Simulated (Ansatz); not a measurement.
Bulk crystal (Si$_{2}$W) after relaxation:

```cif
data_structure
_symmetry_space_group_name_H-M 'I4/mmm'
_symmetry_Int_Tables_number 139
_cell_length_a 3.2113
_cell_length_b 3.2113
_cell_length_c 7.8046
_cell_angle_alpha 90.000
_cell_angle_beta 90.000
_cell_angle_gamma 90.000
_cell_volume 80.48
loop_
_atom_site_label
_atom_site_type_symbol
_atom_site_symmetry_multiplicity
_atom_site_Wyckoff_symbol
_atom_site_fract_x
_atom_site_fract_y
_atom_site_fract_z
_atom_site_occupancy
Si1 Si 4 e 0.00000 0.00000 0.33482 1
W1 W 2 a 0.00000 0.00000 0.00000 1
```

Miller indices refer to the conventional cell of I4/mmm (No. 139), a = 3.211 Å, b = 3.211 Å, c = 7.805 Å, α = 90.00°, β = 90.00°, γ = 90.00°.

The (102) slab of 27 planes, 10.7 Å thick with 15 Å of vacuum as cut; outer planes W (top) and Si (bottom).

Method: DFT r2SCAN, scalar-relativistic, plane waves, PAW (Ansatz 0.2.0). Plane waves to 500 eV, a k mesh through Γ of 11×4×1 on the computed 27-atom cell and Gaussian smearing (0.10 eV); no spin polarisation. The cell repeats along c with a dipole correction in the vacuum.

Results for the relaxed slab:

```yaml
Surface_energy_mean_of_both_faces: 3.01 J/m²
Work_function: 4.10 eV (top), 5.12 eV (bottom)
Dipole_of_the_slab_along_+c_per_cell: 0.18 e·Å
```

Relaxation lowers the energy by 0.194 J/m² a face; the largest move is 0.158 Å.

| plane (bottom to top) | atoms | spacing to next, bulk (Å) | relaxed (Å) | change (%) |
| --- | --- | --- | --- | --- |
| 1 | Si | 0.398 | 0.571 | +43.3 |
| 2 | Si | 0.421 | 0.415 | -1.3 |
| 3 | W | 0.421 | 0.196 | -53.4 |
| 4 | Si | 0.398 | 0.347 | -12.9 |
| 5 | Si | 0.421 | 0.660 | +56.9 |
| 6 | W | 0.421 | 0.353 | -16.1 |
| 7 | Si | 0.398 | 0.384 | -3.6 |
| 8 | Si | 0.421 | 0.398 | -5.4 |
| 9 | W | 0.421 | 0.354 | -15.8 |
| 10 | Si | 0.398 | 0.503 | +26.2 |
| 11 | Si | 0.421 | 0.470 | +11.8 |
| 12 | W | 0.421 | 0.358 | -15.0 |
| 13 | Si | 0.398 | 0.372 | -6.8 |
| 14 | Si | 0.421 | 0.430 | +2.2 |
| 15 | W | 0.421 | 0.438 | +4.2 |
| 16 | Si | 0.398 | 0.430 | +7.9 |
| 17 | Si | 0.421 | 0.381 | -9.5 |
| 18 | W | 0.421 | 0.411 | -2.3 |
| 19 | Si | 0.398 | 0.417 | +4.7 |
| 20 | Si | 0.421 | 0.458 | +9.0 |
| 21 | W | 0.421 | 0.425 | +1.0 |
| 22 | Si | 0.398 | 0.453 | +13.7 |
| 23 | Si | 0.421 | 0.216 | -48.7 |
| 24 | W | 0.421 | 0.470 | +11.8 |
| 25 | Si | 0.398 | 0.484 | +21.5 |
| 26 | Si | 0.421 | 0.244 | -41.9 |
| 27 | W |  |  |  |

Spin–orbit coupling is left out, which can shift energies with elements as heavy as these.